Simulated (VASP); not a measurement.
# BeTe in VASP: one cell, several levels of theory, part 2 of 2

VASP 6.6.1, plane waves, PAW. The steps go on from the part before.

### 3 Single point with r2SCAN

Input file INCAR:

```
ENCUT = 520.000000
SIGMA = 0.010000
EDIFF = 1.00e-07
ALGO = Normal
METAGGA = R2SCAN
PREC = Accurate
IBRION = -1
ISIF = 2
ISMEAR = 0
NBANDS = 11
NELM = 120
NSW = 0
LASPH = .TRUE.
LCHARG = .TRUE.
LELF = .TRUE.
LWAVE = .FALSE.
LREAL = .FALSE.
```

Input file KPOINTS:

```
KPOINTS created by Atomic Simulation Environment
0
Gamma
8 8 8
0 0 0
```

Input file KPOINTS_OPT:

```
special points
7
Reciprocal
0.0000000000 0.0000000000 0.0000000000 1
-0.5000000000 -0.5000000000 0.0000000000 1
-0.3750000000 -0.3750000000 0.2500000000 1
-0.3750000000 0.0000000000 0.3750000000 1
0.0000000000 0.0000000000 0.5000000000 1
-0.5000000000 -0.2500000000 0.2500000000 1
0.0000000000 0.5000000000 0.5000000000 1
```

Input file POSCAR:

```
Be Te
 1.0000000000000000
     0.0000000000000000    2.9171595482999999    2.9171595482999999
     2.9171595482999999    0.0000000000000000    2.9171595482999999
     2.9171595482999999    2.9171595482999999    0.0000000000000000
 Be  Te
   1   1
Cartesian
  0.0000000000000000  0.0000000000000000  0.0000000000000000
  1.4585797741500000  1.4585797741500000  1.4585797741500000
```

Run with:

```
> mpirun -np 1 vasp_std
```

Standard output, without the iteration lines:

```text
POSCAR found type information on POSCAR BeTe
 POSCAR found :  2 types and       2 ions
 -----------------------------------------------------------------------------
|                                                                             |
|                                                                             |
|     You enforced a specific xc type in the INCAR file but a different       |
|     I HOPE YOU KNOW WHAT YOU ARE DOING!                                     |
|                                                                             |
 -----------------------------------------------------------------------------

 LDA part: xc-table for (None), standard interpolation
 POSCAR, INCAR and KPOINTS ok, starting setup
 FFT: planning ... GRIDC
 FFT: planning ... GRID_SOFT
 FFT: planning ... GRID
 WAVECAR not read
 entering main loop
 Start KPOINTS_OPT (optional k-point list driver)
k-point batch [1-7\7]
```

OSZICAR:

```text
N       E                     dE             d eps       ncg     rms          rms(c)
DAV:   1    -0.341270444787E+01   -0.34127E+01   -0.33632E+03   638   0.595E+02
DAV:   2    -0.305206913527E+02   -0.27108E+02   -0.25654E+02   844   0.905E+01
DAV:   3    -0.317048824548E+02   -0.11842E+01   -0.11820E+01   823   0.207E+01
DAV:   4    -0.317160778930E+02   -0.11195E-01   -0.11194E-01   767   0.235E+00
DAV:   5    -0.317162679432E+02   -0.19005E-03   -0.19005E-03   796   0.298E-01    0.396E+00
DAV:   6    -0.306061682653E+02    0.11101E+01   -0.14466E-01   668   0.251E+00    0.290E+00
DAV:   7    -0.306228541612E+02   -0.16686E-01   -0.12700E-01   740   0.216E+00    0.414E-01
DAV:   8    -0.306204035094E+02    0.24507E-02   -0.71616E-03   751   0.433E-01    0.345E-01
DAV:   9    -0.306210435230E+02   -0.64001E-03   -0.81092E-04   741   0.198E-01    0.738E-02
DAV:  10    -0.306210520076E+02   -0.84845E-05   -0.99231E-05   798   0.495E-02    0.300E-02
DAV:  11    -0.306210548356E+02   -0.28281E-05   -0.10960E-05   739   0.263E-02    0.146E-02
DAV:  12    -0.306210559851E+02   -0.11495E-05   -0.51708E-07   725   0.597E-03    0.146E-03
DAV:  13    -0.306210559276E+02    0.57523E-07   -0.14087E-07   647   0.201E-03
   1 F= -.30621056E+02 E0= -.30621056E+02  d E =-.135213E-25
       N       E                     dE             ncg
DAV:   1     0.300147989312E+03   -0.14963E+04      154
DAV:   2     0.117596439568E+03   -0.18255E+03      215
DAV:   3     0.110887728073E+03   -0.67087E+01      209
DAV:   4     0.110828617778E+03   -0.59110E-01      206
DAV:   5     0.110827603841E+03   -0.10139E-02      197
DAV:   6     0.110827572044E+03   -0.31797E-04      206
DAV:   7     0.110827570739E+03   -0.13051E-05      200
DAV:   8     0.110827570682E+03   -0.56722E-07      182
```

From OUTCAR:

```text
k-points           NKPTS =     29   k-points in BZ     NKDIM =     29   number of bands    NBANDS=     11

   NELECT =       8.0000    total number of electrons

   dimension x,y,z NGX =    32 NGY =   32 NGZ =   32
   dimension x,y,z NGXF=    64 NGYF=   64 NGZF=   64

  energy-cutoff  :      520.00
  volume of cell :       49.65
      direct lattice vectors                 reciprocal lattice vectors
     0.000000000  2.917159548  2.917159548    -0.171399607  0.171399607  0.171399607
     2.917159548  0.000000000  2.917159548     0.171399607 -0.171399607  0.171399607
     2.917159548  2.917159548  0.000000000     0.171399607  0.171399607 -0.171399607

 k-points in reciprocal lattice and weights: KPOINTS created by Atomic Simulation Env
   0.00000000  0.00000000  0.00000000       0.002
   0.12500000  0.00000000  0.00000000       0.016
   0.25000000  0.00000000  0.00000000       0.016
   0.37500000  0.00000000  0.00000000       0.016
   0.50000000  0.00000000  0.00000000       0.008
   0.12500000  0.12500000  0.00000000       0.012
   0.25000000  0.12500000  0.00000000       0.047
   0.37500000  0.12500000  0.00000000       0.047
[... 21 more k-points ...]

 E-fermi :   3.8716

 k-point     1 :       0.0000    0.0000    0.0000
  band No.  band energies     occupation
      1      -8.3028      2.00000
      2       3.8014      2.00000
      3       3.8014      2.00000
      4       3.8014      2.00000
      5       7.5108      0.00000
      6       7.9064      0.00000
      7       7.9064      0.00000
      8       7.9064      0.00000
      9      12.6216      0.00000
     10      14.3402      0.00000
     11      14.3402      0.00000

 k-point     2 :       0.1250    0.0000    0.0000
  band No.  band energies     occupation
      1      -8.1685      2.00000
      2       2.6037      2.00000
      3       3.6045      2.00000
      4       3.6045      2.00000
      5       7.6006      0.00000
      6       8.2138      0.00000
      7       8.2138      0.00000
      8       8.9324      0.00000
      9      13.0833      0.00000
     10      13.5580      0.00000
     11      13.5580      0.00000

 k-point     3 :       0.2500    0.0000    0.0000
  band No.  band energies     occupation
      1      -7.8023      2.00000
      2       0.7399      2.00000
      3       3.2202      2.00000
      4       3.2202      2.00000
      5       7.3436      0.00000
      6       8.7170      0.00000
      7       8.7170      0.00000
      8      10.9129      0.00000
      9      13.2945      0.00000
     10      13.2945      0.00000
     11      13.4116      0.00000

 k-point     4 :       0.3750    0.0000    0.0000
  band No.  band energies     occupation
      1      -7.3490      2.00000
      2      -0.7227      2.00000
      3       2.9142      2.00000
      4       2.9142      2.00000
      5       7.1344      0.00000
      6       8.8753      0.00000
      7       8.8753      0.00000
      8      12.1743      0.00000
      9      13.7831      0.00000
     10      14.2832      0.00000
     11      14.2832      0.00000

 k-point     5 :       0.5000    0.0000    0.0000
  band No.  band energies     occupation
      1      -7.1206      2.00000
      2      -1.2993      2.00000
      3       2.8028      2.00000
      4       2.8028      2.00000
      5       7.0593      0.00000
      6       8.8601      0.00000
      7       8.8601      0.00000
      8      12.2420      0.00000
      9      15.0474      0.00000
     10      15.6613      0.00000
     11      15.6613      0.00000

 k-point     6 :       0.1250    0.1250    0.0000
  band No.  band energies     occupation
      1      -8.1234      2.00000
      2       2.7512      2.00000
      3       3.2479      2.00000
      4       3.2479      2.00000
      5       7.5462      0.00000
      6       8.4974      0.00000
      7       8.7584      0.00000
      8       8.7584      0.00000
      9      12.4337      0.00000
     10      13.4243      0.00000
     11      14.5869      0.00000

 k-point     7 :       0.2500    0.1250    0.0000
  band No.  band energies     occupation
      1      -7.8327      2.00000
      2       1.2684      2.00000
      3       2.8164      2.00000
      4       2.9404      2.00000
      5       7.6111      0.00000
      6       8.5026      0.00000
      7       9.4589      0.00000
      8       9.9337      0.00000
      9      12.4774      0.00000
     10      14.1271      0.00000
     11      14.4135      0.00000

 k-point     8 :       0.3750    0.1250    0.0000
  band No.  band energies     occupation
      1      -7.3976      2.00000
      2      -0.2489      2.00000
      3       2.4884      2.00000
      4       2.5514      2.00000
      5       7.6581      0.00000
      6       8.7347      0.00000
      7       9.6697      0.00000
      8      10.6925      0.00000
      9      14.0576      0.00000
     10      14.1575      0.00000
     11      15.0580      0.00000

 k-point     9 :       0.5000    0.1250    0.0000
  band No.  band energies     occupation
      1      -7.0690      2.00000
      2      -1.1070      2.00000
      3       2.1149      2.00000
      4       2.5378      2.00000
      5       7.6215      0.00000
      6       8.8194      0.00000
      7       9.4715      0.00000
      8      12.0278      0.00000
      9      13.9295      0.00000
     10      15.5999      0.00000
     11      15.6950      0.00000

 k-point    10 :      -0.3750    0.1250    0.0000
  band No.  band energies     occupation
      1      -7.1472      2.00000
      2      -0.9158      2.00000
      3       1.9725      2.00000
      4       2.7731      2.00000
      5       7.7097      0.00000
      6       8.9678      0.00000
      7       9.2180      0.00000
      8      12.1955      0.00000
      9      13.8428      0.00000
     10      13.9536      0.00000
     11      15.7115      0.00000

 k-point    11 :      -0.2500    0.1250    0.0000
  band No.  band energies     occupation
      1      -7.5506      2.00000
      2       0.2108      2.00000
      3       2.1330      2.00000
      4       3.1800      2.00000
      5       7.9008      0.00000
      6       8.8607      0.00000
      7       9.1069      0.00000
      8      10.8620      0.00000
      9      12.6151      0.00000
     10      14.0417      0.00000
     11      15.0528      0.00000

 k-point    12 :      -0.1250    0.1250    0.0000
  band No.  band energies     occupation
      1      -7.9556      2.00000
      2       1.6758      2.00000
      3       2.7100      2.00000
      4       3.5631      2.00000
      5       8.0035      0.00000
      6       8.3365      0.00000
      7       8.5584      0.00000
      8       9.9284      0.00000
      9      12.6154      0.00000
     10      13.4374      0.00000
     11      14.0562      0.00000

 k-point    13 :       0.2500    0.2500    0.0000
  band No.  band energies     occupation
      1      -7.6312      2.00000
      2       1.0466      2.00000
      3       2.3335      2.00000
      4       2.3335      2.00000
      5       6.9250      0.00000
      6       8.5308      0.00000
      7      10.5310      0.00000
      8      10.5310      0.00000
      9      12.5244      0.00000
     10      15.0057      0.00000
     11      15.3253      0.00000

 k-point    14 :       0.3750    0.2500    0.0000
  band No.  band energies     occupation
      1      -7.2679      2.00000
      2       0.0544      2.00000
      3       1.7932      2.00000
      4       2.0346      2.00000
      5       7.0559      0.00000
      6       8.4079      0.00000
      7      10.7658      0.00000
      8      11.1327      0.00000
      9      14.2018      0.00000
     10      15.4910      0.00000
     11      15.9074      0.00000

 k-point    15 :       0.5000    0.2500    0.0000
  band No.  band energies     occupation
      1      -6.9300      2.00000
      2      -0.7000      2.00000
      3       1.1208      2.00000
      4       2.0160      2.00000
      5       7.2497      0.00000
      6       9.6571      0.00000
      7      10.5621      0.00000
      8      10.9808      0.00000
      9      14.4716      0.00000
     10      15.8975      0.00000
     11      16.3011      0.00000

 k-point    16 :      -0.3750    0.2500    0.0000
  band No.  band energies     occupation
      1      -6.8843      2.00000
      2      -0.7549      2.00000
      3       0.7208      2.00000
      4       2.2803      2.00000
      5       7.5206      0.00000
      6      10.3543      0.00000
      7      10.4950      0.00000
      8      11.7359      0.00000
      9      12.6040      0.00000
     10      13.8690      0.00000
     11      16.7481      0.00000

[... the tables of k-points 17 to 29 left out ...]

  Total       -1.3921194     -1.3921194     -1.3921194     -0.0000000      0.0000000     -0.0000000
  in kB      -44.9238033    -44.9238033    -44.9238033     -0.0000000      0.0000000     -0.0000000
  external PRESSURE =     -44.9238033 kB  Pullay stress =       0.0000000 kB

 POSITION                                       TOTAL-FORCE (eV/Angst)
 -----------------------------------------------------------------------------------
      0.00000      0.00000      0.00000         0.000000      0.000000      0.000000
      1.45858      1.45858      1.45858        -0.000000     -0.000000     -0.000000
 -----------------------------------------------------------------------------------
    total drift:                                0.000000      0.000000      0.000000

  FREE ENERGIE OF THE ION-ELECTRON SYSTEM (eV)
  ---------------------------------------------------
  free  energy   TOTEN  =       -30.6210559276 eV

  energy  without entropy=      -30.6210559276  energy(sigma->0) =      -30.62105593
```

Hardware: 1 MPI rank of Intel Xeon Platinum 8488C, shared host.

The levels at the points of KPOINTS_OPT are read from vasprun.xml.

Near the gap, in eV above the top of the last filled band v; c is the band after it:

```csv
point,v−1,v,c,c+1
Γ,0.00,0.00,3.71,4.10
X,-2.36,-2.36,2.57,3.11
U,-3.44,-1.98,3.21,5.63
K,-3.44,-1.98,3.21,5.63
L,-1.00,-1.00,3.26,5.06
W,-3.28,-2.81,5.61,5.98
```

r2SCAN gives an indirect gap of 2.57 eV, from Γ to X; the least direct gap is 3.71 eV. The pressure is -4.49 GPa; the forces vanish within 0.01 eV/Å.

The maps below are laid out on this run's own conventional cell (a, b, c = 5.834, 5.834, 5.834 Å).

Density in a lattice plane of the grid's cell (edges 5.83 and 5.83 Å, at 0.000 of the third edge), which holds Be.

Ten even steps from '0' (0.02 e/Å³) to '9' (0.19 e/Å³):
```
468986432100000123468986
899987543110001134578999
889998754321112345789998
667888876432223467888876
445678887654445678887654
223467888876667888876432
112345789998889998754321
001134578999899987543110
000123468986468986432100
000012467973037975421000
000123468986468986432100
001134578999899987543110
112345789998889998754321
223467888876667888876432
445678887654445678887654
667888876432223467888876
889998754321112345789998
899987543110001134578999
468986432100000123468986
037975421000000012467973
```
Columns run along the first of these edges and rows up along the second, over one cell in 24 and 20 even steps from the bottom left corner. Atoms in the plane (fractional): Be at (0.00, 0.00), Be at (0.50, 0.50).

ELF in the same plane.

Values, 12 rows by 12 columns:
```
0.12 0.39 0.57 0.40 0.19 0.06 0.02 0.06 0.19 0.40 0.57 0.39
0.35 0.57 0.70 0.64 0.47 0.19 0.06 0.19 0.47 0.64 0.70 0.57
0.19 0.40 0.64 0.68 0.64 0.40 0.19 0.40 0.64 0.68 0.64 0.40
0.06 0.19 0.47 0.64 0.70 0.57 0.35 0.57 0.70 0.64 0.47 0.19
0.02 0.06 0.19 0.40 0.57 0.39 0.12 0.39 0.57 0.40 0.19 0.06
0.01 0.02 0.06 0.19 0.35 0.12 0.00 0.12 0.35 0.19 0.06 0.02
0.02 0.06 0.19 0.40 0.57 0.39 0.12 0.39 0.57 0.40 0.19 0.06
0.06 0.19 0.47 0.64 0.70 0.57 0.35 0.57 0.70 0.64 0.47 0.19
0.19 0.40 0.64 0.68 0.64 0.40 0.19 0.40 0.64 0.68 0.64 0.40
0.35 0.57 0.70 0.64 0.47 0.19 0.06 0.19 0.47 0.64 0.70 0.57
0.12 0.39 0.57 0.40 0.19 0.06 0.02 0.06 0.19 0.40 0.57 0.39
0.00 0.12 0.35 0.19 0.06 0.02 0.01 0.02 0.06 0.19 0.35 0.12
```
Columns run along the first of these edges and rows up along the second, over one cell in 12 and 12 even steps from the bottom left corner. Atoms in the plane (fractional): Be at (0.00, 0.00), Be at (0.50, 0.50).

Both are smooth fields of the valence electrons: close to the nuclei they are not physical.

The highest ELF values outside the cores: 0.93 on the Te–Be line, 1.3 Å from Te.

### 4 Results

This closing draws on all 2 parts.

| level | gap (eV) | pressure (GPa) | Ansatz: gap (eV) | Ansatz: pressure (GPa) |
| --- | --- | --- | --- | --- |
| PBE | 2.21 | -4.11 | 2.22 | -4.20 |
| r2SCAN | 2.57 | -4.49 | 2.58 | -4.57 |

**Reading.** The gap runs from 2.21 eV (PBE) to 2.57 eV (r2SCAN). Spin-orbit coupling is left out, though the cell holds Te (Z = 52); in an element this heavy it can shift bands and gaps by tenths of an eV. The two programs agree on the gap within 0.02 eV, far less than the spread between functionals. Datasets and cutoffs are each program's own. VASP's cell holds 8 valence electrons and Ansatz's 18.
